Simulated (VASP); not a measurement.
# Ir in VASP: single point with PBE

Aim: the single point of Ir with PBE.

All numbers are computed with VASP 6.6.1; they aren't measurements. Logs are shortened: lines on timing, memory, paths and dates and some standing lists are left out, and cuts for length are marked.

## Step 1: The cell of the first run

The cell holds a slab with vacuum, 3 atoms: a = 2.737 Å, b = 2.737 Å, c = 18.469 Å, α = 90.00°, β = 90.00°, γ = 120.00°.

The slab is cut from a database's or a generator's crystal, which needn't be the stable form of the element.

## Step 2: Single point, PBE (clean slab, lower half held)

The input, INCAR:

```
  PREC = Accurate
  ENCUT = 520
  EDIFF = 1E-6
  ISMEAR = 0
  SIGMA = 0.1
  LREAL = False
  LASPH = True
  NELM = 100
  ALGO = Normal
  ISIF = 2
  LWAVE = False
  LCHARG = False
  LDIPOL = True
  IDIPOL = 3
  DIPOL = 0.5 0.5 0.497
  GGA = PE
  NBANDS = 20
```

The input, KPOINTS:

```
Automatic mesh
0
Gamma
  12 12 1
```

The input, POSCAR:

```
Ir
1.0
    2.7367600872      0.0000000000      0.0000000000
   -1.3683800436      2.3701037596      0.0000000000
    0.0000000000      0.0000000000     18.4691105080
Ir
3
Direct
    0.6666666667      0.3333333333      0.3790112143
    0.3333333333      0.6666666667      0.4965761666
    0.0000000000      0.0000000000      0.6141378635
```

Potentials or basis: VASP PAW PBE potentials, release 64 (Ir).

Command:

```sh
> cat potpaw_PBE.64/Ir/POTCAR > POTCAR
> mpirun -np 1 vasp_std > vasp.out
```

OUTCAR:

```text
PREC = Accurate
   ENCUT = 520
   EDIFF = 1E-6
   ISMEAR = 0
   LREAL = False
   LASPH = True
   NELM = 100
   ISIF = 2
   GGA = PE

 ion  position               nearest neighbor table
   1  0.667  0.333  0.379-   2 2.69   2 2.69   2 2.69
   2  0.333  0.667  0.497-   3 2.69   3 2.69   3 2.69   1 2.69   1 2.69   1 2.69
   3  0.000  0.000  0.614-   2 2.69   2 2.69   2 2.69

  LATTYP: Found a hexagonal cell.
 ALAT       =     2.7367600872
 C/A-ratio  =     6.7485310804

  Lattice vectors:

 A1 = (   2.7367600872,   0.0000000000,   0.0000000000)
 A2 = (  -1.3683800436,   2.3701037596,   0.0000000000)
 A3 = (   0.0000000000,   0.0000000000,  18.4691105080)

Analysis of symmetry for initial positions (statically):
=====================================================================
 Subroutine PRICEL returns:
 Original cell was already a primitive cell.

 Routine SETGRP: Setting up the symmetry group for a
 hexagonal supercell.

 Subroutine GETGRP returns: Found 12 space group operations
 (whereof  6 operations were pure point group operations)
 out of a pool of 24 trial point group operations.

The static configuration has the point symmetry C_3v.
 The point group associated with its full space group is D_3d.

Analysis of symmetry for dynamics (positions and initial velocities):
=====================================================================
 Subroutine PRICEL returns:
 Original cell was already a primitive cell.

 Routine SETGRP: Setting up the symmetry group for a
 hexagonal supercell.

 Subroutine GETGRP returns: Found 12 space group operations
 (whereof  6 operations were pure point group operations)
 out of a pool of 24 trial point group operations.

The dynamic configuration has the point symmetry C_3v.
 The point group associated with its full space group is D_3d.

 Subroutine INISYM returns: Found 12 space group operations
 (whereof  6 operations are pure point group operations),
 and found     1 'primitive' translations

----------------------------------------------------------------------------------------

                                     Primitive cell

  volume of cell :     119.7981

  direct lattice vectors                    reciprocal lattice vectors
     2.736760087  0.000000000  0.000000000     0.365395566  0.210961228  0.000000000
    -1.368380044  2.370103760  0.000000000     0.000000000  0.421922456  0.000000000
     0.000000000  0.000000000 18.469110508     0.000000000  0.000000000  0.054144459

  length of vectors
[... 83 lines left out ...]
   NFREE  =      0    steps in history (QN), initial steepest desc. (CG)
   ISIF   =      2    stress and relaxation
   ISYM   =      2    0-nonsym 1-usesym 2-fastsym
   POTIM  = 0.5000    time-step for ionic-motion
   TEBEG  =    0.0;   TEEND  =   0.0 temperature during run
   PSTRESS=    0.0 pullay stress
   NELECT =      27.0000    total number of electrons
   NUPDOWN=      -1.0000    fix difference up-down
   EMIN   =  10.00;   EMAX   =-10.00  energy-range for DOS
   EFERMI =   0.00;   METHOD = LEGACY
   ISMEAR =     0;   SIGMA  =   0.10  broadening in eV -4-tet -1-fermi 0-gaus
   EFERMI_NEDOS =   21; number of points for ismear=-14 and -15
   IALGO  =     38    algorithm
   IMIX   =      4    mixing-type and parameters
     AMIX     =   0.40;   BMIX     =  1.00
     AMIX_MAG =   1.60;   BMIX_MAG =  1.00
  volume/ion in A,a.u.               =      39.93       269.48
  Fermi-wavevector in a.u.,A,eV,Ry     =   0.996275  1.882687 13.504662  0.992565
  Thomas-Fermi vector in A             =   2.128353
   LORBIT       =      0    0 simple, 1 ext, 2 COOP (PROOUT), +10 PAW based schemes
   GGA     = PE    functional components
   LHFCALC =     F    Hartree Fock is set to
   AEXX    =    0.0000 exact exchange contribution
   IVDW    =     0    specifies the selected vdW correction
   LEPSILON=     F    determine dielectric tensor
   LRPA    =     F    only Hartree local field effects (RPA)
 non-spin polarized calculation
 Gauss-broadening in eV      SIGMA  =   0.10
  energy-cutoff  :      520.00
  volume of cell :      119.80
 maximum number of plane-waves:      3249
   NGX = 11   NGY = 11   NGZ = 69

 number of electron      27.0000002 magnetization

 dipolmoment           0.000000      0.000000     -0.000189 electrons x Angstroem

 Free energy of the ion-electron system (eV)
  ---------------------------------------------------
  ext. energy  EPLUGINS =         0.00000000
  ---------------------------------------------------
  free energy    TOTEN  =       -24.68322826 eV

  energy without entropy =      -24.66322549  energy(sigma->0) =      -24.67322687

 E-fermi :   0.2054     XC(G=0):  -6.0335

 val. band max:        0.1613936181   @ k =   0.3333   0.0833   0.0000
 cond. band min:       0.2562850050   @ k =   0.3333   0.0000   0.0000
 fundamental gap:      0.0948913869
 Fermi energy:         0.2054173879

 k-point     1 :       0.0000    0.0000    0.0000
  band No.  band energies     occupation
      1      -9.8834      2.00000
      2      -7.7509      2.00000
      3      -7.4320      2.00000
      4      -3.5852      2.00000
      5      -3.5852      2.00000
      6      -3.4164      2.00000
[... 426 lines left out ...]
     19       8.0757      0.00000
     20       8.0771      0.00000

------------------------ aborting loop because EDIFF is reached ----------------------------------------

 vacuum level on the upper side and lower side of the slab       (xc-potential included)        -0.210        -0.204

  FORCE on cell =-STRESS in cart. coord.  units (eV):
  Direction    XX          YY          ZZ          XY          YZ          ZX
  --------------------------------------------------------------------------------------
  -------------------------------------------------------------------------------------
  Total       -2.9715255     -2.9715255      0.1513880      0.0000000      0.0000000     -0.0000000
  in kB      -39.7411091    -39.7411091      2.0246597      0.0000000      0.0000000     -0.0000000
  external PRESSURE =     -25.8191861 kB  Pullay stress =       0.0000000 kB

 VOLUME and BASIS-vectors are now :
 -----------------------------------------------------------------------------
  energy-cutoff  :      520.00
  volume of cell :      119.80
      direct lattice vectors                 reciprocal lattice vectors
     2.736760087  0.000000000  0.000000000     0.365395566  0.210961228  0.000000000
    -1.368380044  2.370103760  0.000000000     0.000000000  0.421922456  0.000000000
     0.000000000  0.000000000 18.469110508     0.000000000  0.000000000  0.054144459

 POSITION                                       TOTAL-FORCE (eV/Angst)
 -----------------------------------------------------------------------------------
      1.36838      0.79003      7.00000        -0.000000      0.000000     -0.040345
     -0.00000      1.58007      9.17132        -0.000000      0.000000     -0.000000
      0.00000      0.00000     11.34258         0.000000     -0.000000      0.040345
 -----------------------------------------------------------------------------------
    total drift:                                0.000000     -0.000000     -0.023511

  FREE ENERGIE OF THE ION-ELECTRON SYSTEM (eV)
  ---------------------------------------------------
  free  energy   TOTEN  =       -24.6832282593 eV

  energy  without entropy=      -24.6632254885  energy(sigma->0) =      -24.67322687

 vacuum level on the upper side and lower side of the slab         5.401         5.407
```

OSZICAR:

```text
N       E                     dE             d eps       ncg     rms          rms(c)
DAV:   1     0.250509653828E+03    0.25051E+03   -0.10731E+04   760   0.113E+03
DAV:   2    -0.639342463197E+01   -0.25690E+03   -0.23655E+03   768   0.340E+02
DAV:   3    -0.257281850763E+02   -0.19335E+02   -0.17876E+02  1020   0.898E+01
DAV:   4    -0.263501646874E+02   -0.62198E+00   -0.60992E+00   852   0.185E+01
[... 12 lines left out ...]
DAV:  17    -0.246832128208E+02   -0.46395E-05   -0.46589E-07   540   0.329E-03    0.119E-03
DAV:  18    -0.246832180211E+02   -0.52003E-05   -0.18660E-07   520   0.218E-03    0.624E-04
DAV:  19    -0.246832247043E+02   -0.66831E-05   -0.26454E-07   512   0.216E-03    0.640E-04
DAV:  20    -0.246832274495E+02   -0.27453E-05   -0.59098E-08   508   0.135E-03    0.204E-04
DAV:  21    -0.246832282593E+02   -0.80980E-06   -0.23414E-08   472   0.718E-04
   1 F= -.24683228E+02 E0= -.24673227E+02  d E =-.200028E-01
```

stdout:

```text
POSCAR found type information on POSCAR Ir
 POSCAR found :  1 types and       3 ions
 scaLAPACK will be used
 LDA part: xc-table for (Slater+PW92), standard interpolation
 POSCAR, INCAR and KPOINTS ok, starting setup
 FFT: planning ... GRIDC
 FFT: planning ... GRID_SOFT
 FFT: planning ... GRID
 WAVECAR not read
 entering main loop
```

It took 33 s on 1 thread of Intel Xeon 6975P-C (Granite Rapids), shared host; peak memory 0.24 GiB.

What came out:

| Property | Result |
| --- | --- |
| Free energy | -24.6832 eV |
| Largest force | 0.040 eV/Å |
| Band gap on the k mesh | none (metal or under the smearing width) |

Forces on the atoms (eV/Å):
```
Ir   0.000  0.000 -0.040
Ir   0.000  0.000  0.000
Ir   0.000  0.000  0.040
```

Levels at points of the mesh, in eV from the Fermi level:
```
           k point  band 10  band 11  band 12  band 13  band 14  band 15  band 16  band 17
(0.00, 0.00, 0.00)    -2.81    -2.81    -1.11    -1.11    -1.11    -0.36    -0.36     0.39
(0.50, 0.00, 0.00)    -1.14     0.36     0.51     0.86     1.00     1.46     1.55     3.19
```

Spin-orbit coupling is left out, which matters for the levels of Ir.
